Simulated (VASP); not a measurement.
Set up this calculation in VASP 6.6.1, as the native input.

```yaml
Task: relaxation of cell and atoms
Functional: vdW-DF-cx
Potentials_or_basis: VASP PAW PBE potentials, release 64 (Sb, Ga_d)
Cutoff: 600 eV
k_mesh: 8 × 8 × 8
Occupations: fermi-dirac, width 0.05 eV
Spin: no spin polarisation
Further_INCAR_settings: ALGO = Normal; EDIFF = 1e-06; IBRION = 2; EDIFFG = -0.01; NSW = 60; ISIF = 3
```

The structure of GaSb lies in POSCAR:

```
GaSb
1.0
    0.0000000000      3.0590000000      3.0590000000
    3.0590000000      0.0000000000      3.0590000000
    3.0590000000      3.0590000000      0.0000000000
Sb Ga
1 1
Direct
    0.7500000000      0.7500000000      0.7500000000
    0.0000000000      0.0000000000      0.0000000000
```

These files were run (other wordings do the same):

INCAR

```
AGGAC = 0.0 ; ALGO = Normal
EDIFF = 1E-6 ; EDIFFG = -0.01
ENCUT = 600 ; GGA = CX
IBRION = 2 ; ISIF = 3
ISMEAR = -1 ; LASPH = True
LCHARG = False ; LREAL = False
LUSE_VDW = True ; LWAVE = False
NELM = 60 ; NSW = 60
PREC = Accurate ; SIGMA = 0.05
```

KPOINTS

```
k-points
0
Gamma
  8 8 8
```

Potentials or basis: VASP PAW PBE potentials, release 64 (Sb, Ga_d).

Command:

```console
$ cat potpaw_PBE.64/Sb/POTCAR potpaw_PBE.64/Ga_d/POTCAR > POTCAR
$ mpirun -np 1 vasp_std > vasp.out
```

It gave:

| Quantity | Value |
| --- | --- |
| Relaxed volume | 28.81 Å³/atom |
| Relaxed cell | a = 4.336 Å, b = 4.336 Å, c = 4.336 Å, α = 60.00°, β = 60.00°, γ = 60.00° |
| Space group after relaxing (to 0.05 Å) | F-43m (No. 216) |
| Energy gained by relaxing | 0.2 meV/atom |
| Ionic steps | 3 |
| Pressure after relaxing | 0.0 GPa |
| Band gap on the k mesh | none (metal or under the smearing width) |

Caveat: the PAW data sets were made with another functional, which shifts forces and pressure a little; this crystal is a semiconductor, whose small gap the functional closes, so the metal is an error of the method.

It took 2.6 min on 1 thread of AMD EPYC 7R13 Processor (Zen 3) (shared host), peak memory 0.45 GiB.
